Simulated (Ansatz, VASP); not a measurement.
# Hf in VASP and in Ansatz

Contents of INCAR:

```
PREC = Accurate
ENCUT = 520
EDIFF = 1E-6
ISMEAR = -1
SIGMA = 0.05
LREAL = False
LASPH = True
NELM = 80
ALGO = Normal
ISIF = 2
LWAVE = False
LCHARG = False
GGA = CA
NBANDS = 22
```

Contents of KPOINTS:

```
Automatic mesh
0
Gamma
  6 6 9
```

POSCAR

```
Hf
1.0
    4.8952628153      0.0000000000      0.0000000000
   -2.4476314076      4.2394219562      0.0000000000
    0.0000000000      0.0000000000      3.0445212957
Hf
3
Direct
    0.0000000000      0.0000000000      0.0000000000
    0.3333333333      0.6666666667      0.5000000000
    0.6666666667      0.3333333333      0.5000000000
```

The input input.yaml:

```yaml
crystal:
  lattice:
    - [4.8952628153, 0.0, 0.0]
    - [-2.4476314076, 4.2394219562, 0.0]
    - [0.0, 0.0, 3.0445212957]
  atoms:
    - { symbol: Hf, position: [0.0, 0.0, 0.0] }
    - { symbol: Hf, position: [0.3333333333, 0.6666666667, 0.5] }
    - { symbol: Hf, position: [0.6666666667, 0.3333333333, 0.5] }
kpoints:
  mp_grid: { grid: [6, 6, 9] }
scf:
  occupations: { method: fermi_dirac, width: 0.05 }
hamiltonian:
  xc: lda
  pseudopotentials: { kind: all_electron, lapw: { basis_error: 0.002 } }
output:
  forces: true
  stress: true
  eigenvalues: true
```

Change from the starting cell: volume scaled by 0.96.

Alike in both runs: task single point; functional LDA; k mesh 6 × 6 × 9; occupations fermi-dirac, width 0.05 eV; no spin polarisation.

|  | VASP | Ansatz |
| --- | --- | --- |
| version | VASP 6.6.1 | Ansatz 0.2.0 |
| potentials or method | VASP PAW LDA potentials, release 64 (Hf_pv) | all-electron LAPW, scalar-relativistic |
| plane-wave cutoff (eV) | 520 | see its input |

```csv
,VASP,Ansatz,Ansatz less VASP
gap on the k mesh at the Fermi level (eV),none,none,-
pressure (GPa),-2.3,-2.3,-0.02
largest component of the traceless stress (GPa),0.84,0.70,-0.137
```

A gap of «none» marks a metal or a gap that the smearing closes. Ansatz ran all-electron here, so the differences hold the error of VASP's frozen core and of both bases.

The runs have no spin-orbit coupling, so splittings on Hf are missing.
